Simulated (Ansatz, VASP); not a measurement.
Te2Mo: VASP beside Ansatz

Contents of INCAR:

```
SYSTEM = Te2Mo
  ALGO = Normal
  EDIFF = 1E-6
  ENCUT = 520
  GGA = PE
  ISIF = 2
  ISMEAR = -1
  LASPH = .True.
  LCHARG = .False.
  LREAL = .False.
  LWAVE = .False.
  NBANDS = 20
  NELM = 60
  PREC = Accurate
  SIGMA = 0.02
```

File KPOINTS:

```
k-points
0
Gamma
  12 12 4
  0 0 0
```

The input POSCAR:

```
Te2Mo
1.0
    3.5194545156      0.0000000000      0.0000000000
   -1.7597272578      3.0479370180      0.0000000000
    0.0000000000      0.0000000000      7.2144528833
Mo Te
1 2
Direct
    0.0000000000      0.0000000000      0.0000000000
    0.3333333333      0.6666666667      0.2534156079
    0.6666666667      0.3333333333      0.7465843921
```

Input for Ansatz:

```yaml
crystal:
  lattice:
    - [3.5194545156, 0.0, 0.0]
    - [-1.7597272578, 3.047937018, 0.0]
    - [0.0, 0.0, 7.2144528833]
  atoms:
    - { symbol: Mo, position: [0.0, 0.0, 0.0] }
    - { symbol: Te, position: [0.3333333333, 0.6666666667, 0.2534156079] }
    - { symbol: Te, position: [0.6666666667, 0.3333333333, 0.7465843921] }
kpoints:
  mp_grid: { grid: [12, 12, 4] }
  band_path:
    path:
      - [0.0, 0.0, 0.0]
      - [0.5, 0.0, 0.0]
      - [0.3333333333, 0.3333333333, 0.0]
      - [0.0, 0.0, 0.5]
      - [0.5, 0.0, 0.5]
      - [0.3333333333, 0.3333333333, 0.5]
      - [0.2333333333, 0.2333333333, 0.5]
    npoints: 1
hamiltonian:
  xc: pbe
scf:
  occupations: { method: fermi_dirac, width: 0.02 }
  n_extra_bands: 4
output:
  forces: true
  stress: true
  eigenvalues: true
```

Alike in both runs: task single point; functional PBE; k mesh 12 × 12 × 4; occupations fermi-dirac, width 0.02 eV; no spin polarisation.

```csv
,VASP,Ansatz
version,VASP 6.6.1,Ansatz 0.2.0
potentials or method,"VASP PAW PBE potentials, release 64 (Mo_sv, Te)","plane waves, PAW"
plane-wave cutoff (eV),520,420
valence electrons in the cell,26,46
```

```tsv
	VASP	Ansatz	Ansatz less VASP
pressure (GPa)	1.9	1.8	-0.01
largest component of the traceless stress (GPa)	1.12	1.06	-0.056
rms of the force components (eV/Å)	0.110	0.104	-0.0057
```

Atom by atom the forces differ by 0.006 eV/Å (rms over components). The two sets of potentials don't hold the same shells in valence.

Caveats: this functional lacks dispersion, which binds the layers, so the pressure and a relaxed spacing across them are unreliable. The runs have no spin-orbit coupling, so splittings on Te are missing.
